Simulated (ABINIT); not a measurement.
# AlN (F-43m) in ABINIT: further runs

The runs below take AlN through equation of state, with PBE.

All numbers are computed with ABINIT 10.8.3 (patched build); they aren't measurements. Logs are shortened: lines on timing, memory, paths and dates and some standing lists are left out, and cuts for length are marked. The log counts tension as positive stress, the text compression.

## 1. The crystal as given

The structure is cubic, space group F-43m (No. 216). Conventional cell: a = 4.368 Å, b = 4.368 Å, c = 4.368 Å, α = 90.00°, β = 90.00°, γ = 90.00°. Al (site symmetry -43m) is surrounded by 4 N at 1.89 Å. N (site symmetry -43m) has 4 Al at 1.89 Å as nearest neighbours.

Measurements of this composition are mostly on another form, of space group No. 186.

## 2. Equation of state, PBE

run.abi reads:

```
# Datasets: one volume each
ndtset 7
getwfk -1
scalecart1 3*0.9795861087
scalecart2 3*0.9864848297
scalecart3 3*0.9932883884
scalecart4 3*1.0000000000
scalecart5 3*1.0066227096
scalecart6 3*1.0131594038
scalecart7 3*1.0196128224

# Pseudopotentials
pp_dirpath "./"
pseudos "Al.upf, N.upf"

# Structure
acell 3*1.0
rprim
     0.0000000000     4.1271496856     4.1271496856
     4.1271496856     0.0000000000     4.1271496856
     4.1271496856     4.1271496856     0.0000000000
ntypat 2
znucl 13 7
natom 2
typat 1 2
xred
     0.0000000000     0.0000000000     0.0000000000
     0.2500000000     0.2500000000     0.2500000000

# Plane-wave basis
ecut 1142.878222 eV

# k points
kptopt 1
ngkpt 10 10 10
nshiftk 1
shiftk 0.0 0.0 0.0

# Exchange and correlation
ixc 11

# Bands and occupations
nband 8
occopt 3
tsmear 0.05 eV

# SCF cycle
nstep 100
tolvrs 1.0e-10

# Output
iomode 3
prtwf 1
prtden 0
prteig 0
prtebands 0
enunit 1
```

Potentials or basis: PseudoDojo NC SR PBE v0.4 stringent.

Command:

```bash
$ abinit run.abi > log 2>&1
```

run.abo:

```text
.Version 10.8.3 of ABINIT
 DATASET    1 : space group F-4 3 m (#216); Bravais cF (face-center cubic)
================================================================================
 Values of the parameters that define the memory need for DATASET  1.
     intxc =       0    ionmov =       0      iscf =       7    lmnmax =       6
     lnmax =       6     mgfft =      36  mpssoang =       3    mqgrid =    3001
     natom =       2  nloc_mem =       1    nspden =       1   nspinor =       1
    nsppol =       1      nsym =      24    n1xccc =    2501    ntypat =       2
    occopt =       3   xclevel =       2
       mpw =        1739          nfft =       46656          nkpt =          47
================================================================================
================================================================================
[... 61 lines left out ...]
 DATASET    7 : space group F-4 3 m (#216); Bravais cF (face-center cubic)
================================================================================
 Values of the parameters that define the memory need for DATASET  7.
     intxc =       0    ionmov =       0      iscf =       7    lmnmax =       6
     lnmax =       6     mgfft =      36  mpssoang =       3    mqgrid =    3001
     natom =       2  nloc_mem =       1    nspden =       1   nspinor =       1
    nsppol =       1      nsym =      24    n1xccc =    2501    ntypat =       2
    occopt =       3   xclevel =       2
       mpw =        1956          nfft =       46656          nkpt =          47
================================================================================
================================================================================

--------------------------------------------------------------------------------
------------- Echo of variables that govern the present computation ------------
--------------------------------------------------------------------------------
 -outvars: echo values of preprocessed input variables --------
            acell      1.0000000000E+00  1.0000000000E+00  1.0000000000E+00 Bohr
              amu      2.69815390E+01  1.40067400E+01
             ecut      4.20000000E+01 Hartree
           enunit           1
           getwfk          -1
              ixc          11
           jdtset        1    2    3    4    5    6    7
         kptrlatt       10    0    0      0   10    0      0    0   10
          kptrlen1     5.71752189E+01
          kptrlen2     5.75778746E+01
          kptrlen3     5.79749759E+01
          kptrlen4     5.83667106E+01
          kptrlen5     5.87532564E+01
          kptrlen6     5.91347817E+01
          kptrlen7     5.95114465E+01
            natom           2
            nband           8
           ndtset           7
            ngfft          36      36      36
             nkpt          47
            nstep         100
             nsym          24
           ntypat           2
           occopt           3
           prtden           0
        prtebands           0
[... 54 lines left out ...]
             xred      0.0000000000E+00  0.0000000000E+00  0.0000000000E+00
                       2.5000000000E-01  2.5000000000E-01  2.5000000000E-01
            znucl       13.00000    7.00000

================================================================================

 chkinp: Checking input parameters for consistency, jdtset=   1.

 chkinp: Checking input parameters for consistency, jdtset=   2.
[... 33 lines left out ...]
 getcut: wavevector=  0.0000  0.0000  0.0000  ngfft=  36  36  36
         ecut(hartree)=     42.000   => boxcut(ratio)=   2.15827

--- Pseudopotential description ------------------------------------------------
- pspini: atom type   1  psp file is ./Al.upf
12 -101130 2 -1 1876                          pspcod,pspxc,lmax,lloc,mmax
     nproj     2     2     2

- pspini: atom type   2  psp file is ./N.upf
12 -101130 1 -1 1058                          pspcod,pspxc,lmax,lloc,mmax
     nproj     2     2     0

   7.43294732E+01                                ecore*ucvol(ha*bohr**3)
--------------------------------------------------------------------------------

================================================================================

--- !BeginCycle
iteration_state: {dtset: 1, }
solver: {iscf: 7, nstep: 100, nline: 4, wfoptalg: 0, }
tolerances: {tolvrs: 1.00E-10, }
...
[... 990 lines left out ...]
-Cartesian components of stress tensor (GPa)         [Pressure= -6.4665E+00 GPa]
- sigma(1 1)=  6.46654281E+00  sigma(3 2)=  0.00000000E+00
- sigma(2 2)=  6.46654281E+00  sigma(3 1)=  0.00000000E+00
- sigma(3 3)=  6.46654281E+00  sigma(2 1)=  0.00000000E+00

== END DATASET(S) ==============================================================
================================================================================

 -outvars: echo values of variables after computation  --------
            acell      1.0000000000E+00  1.0000000000E+00  1.0000000000E+00 Bohr
           etotal1    -1.2789271117E+01
           etotal2    -1.2790841438E+01
           etotal3    -1.2791922884E+01
           etotal4    -1.2792560779E+01
           etotal5    -1.2792796126E+01
           etotal6    -1.2792666017E+01
           etotal7    -1.2792204084E+01
            fcart1    -1.3008173964E-30 -1.3008173964E-30  3.9024521893E-30
                       1.3008173964E-30  1.3008173964E-30 -3.9024521893E-30
            fcart2     2.0667527579E-30  2.0667527579E-30 -6.2002582736E-30
                      -2.0667527579E-30 -2.0667527579E-30  6.2002582736E-30
            fcart3     3.0788947090E-30  3.0788947090E-30 -9.2366841271E-30
                      -3.0788947090E-30 -3.0788947090E-30  9.2366841271E-30
            fcart4    -0.0000000000E+00 -0.0000000000E+00 -0.0000000000E+00
                      -0.0000000000E+00 -0.0000000000E+00 -0.0000000000E+00
            fcart5    -4.0508131258E-30 -4.0508131258E-30  1.2152439377E-29
                       4.0508131258E-30  4.0508131258E-30 -1.2152439377E-29
[... 38 lines left out ...]
                       0.0000000000E+00  0.0000000000E+00  0.0000000000E+00
           xangst1     0.0000000000E+00  0.0000000000E+00  0.0000000000E+00
                       1.0697048755E+00  1.0697048755E+00  1.0697048755E+00
           xangst2     0.0000000000E+00  0.0000000000E+00  0.0000000000E+00
                       1.0772382566E+00  1.0772382566E+00  1.0772382566E+00
           xangst3     0.0000000000E+00  0.0000000000E+00  0.0000000000E+00
                       1.0846677208E+00  1.0846677208E+00  1.0846677208E+00
           xangst4     0.0000000000E+00  0.0000000000E+00  0.0000000000E+00
                       1.0919967791E+00  1.0919967791E+00  1.0919967791E+00
           xangst5     0.0000000000E+00  0.0000000000E+00  0.0000000000E+00
                       1.0992287566E+00  1.0992287566E+00  1.0992287566E+00
           xangst6     0.0000000000E+00  0.0000000000E+00  0.0000000000E+00
                       1.1063668056E+00  1.1063668056E+00  1.1063668056E+00
           xangst7     0.0000000000E+00  0.0000000000E+00  0.0000000000E+00
                       1.1134139180E+00  1.1134139180E+00  1.1134139180E+00
             xred      0.0000000000E+00  0.0000000000E+00  0.0000000000E+00
                       2.5000000000E-01  2.5000000000E-01  2.5000000000E-01
 Calculation completed.
```

Run time: 1.9 min. Hardware: 1 thread of Arm Neoverse V1, shared host; peak memory 0.11 GiB.

Results:

```
Equilibrium volume                      : 10.65 Å³/atom
Bulk modulus                            : 193 GPa
Pressure derivative of the bulk modulus : 3.9
```

Energy against volume, from the lowest point:
| volume (Å³/atom) | energy (meV/atom) |
| --- | --- |
| 9.792 | 47.96 |
| 10.001 | 26.59 |
| 10.209 | 11.88 |
| 10.417 | 3.20 |
| 10.626 | 0.00 |
| 10.834 | 1.77 |
| 11.042 | 8.06 |

Caveat: pressures at fixed basis lie under the slope of the energies.

## 3. Equation of state, PBE

run.abi is that of step 2.

Potentials or basis: PseudoDojo NC SR PBE v0.5 standard.

Command:

```bash
$ abinit run.abi > log 2>&1
```

It took 1.9 min on 1 thread of Arm Neoverse V1, shared host; peak memory 0.11 GiB.

It converged, with:

- Equilibrium volume: 10.65 Å³/atom
- Bulk modulus: 193 GPa
- Pressure derivative of the bulk modulus: 3.9

Energy against volume, from the lowest point:
```tsv
volume (Å³/atom)	energy (meV/atom)
9.792	47.96
10.001	26.59
10.209	11.88
10.417	3.20
10.626	0.00
10.834	1.77
11.042	8.06
```

Caveat: pressures at fixed basis lie under the slope of the energies.

## 4. Equation of state, PBE

run.abi is that of step 3.

Potentials or basis: PseudoDojo NC SR PBE v0.5 stringent.

Command:

```bash
$ abinit run.abi > log 2>&1
```

It took 1.9 min on 1 thread of Arm Neoverse V1, shared host; peak memory 0.11 GiB.

Results (log left out):

```yaml
Equilibrium_volume: 10.65 Å³/atom
Bulk_modulus: 193 GPa
Pressure_derivative_of_the_bulk_modulus: 3.9
```

Energy against volume, from the lowest point:
| volume (Å³/atom) | energy (meV/atom) |
| --- | --- |
| 9.792 | 47.96 |
| 10.001 | 26.59 |
| 10.209 | 11.88 |
| 10.417 | 3.20 |
| 10.626 | 0.00 |
| 10.834 | 1.77 |
| 11.042 | 8.06 |

Caveat: pressures at fixed basis lie under the slope of the energies.

## 5. Overview

```tsv
potentials or basis	V0 of scaled cells (Å³/atom)	B0 (GPa)
PseudoDojo NC SR PBE v0.4 stringent	10.65	193
PseudoDojo NC SR PBE v0.5 standard	10.65	193
PseudoDojo NC SR PBE v0.5 stringent	10.65	193
```

Alike in all rows: task equation of state; level PBE; no spin polarisation; cell as given; k mesh 10 × 10 × 10; cutoff (eV) 1143; smearing fermi-dirac 0.05 eV.

Caveats: pressures at fixed basis lie under the slope of the energies.

Absolute energies hang on the potentials; compare differences alone.
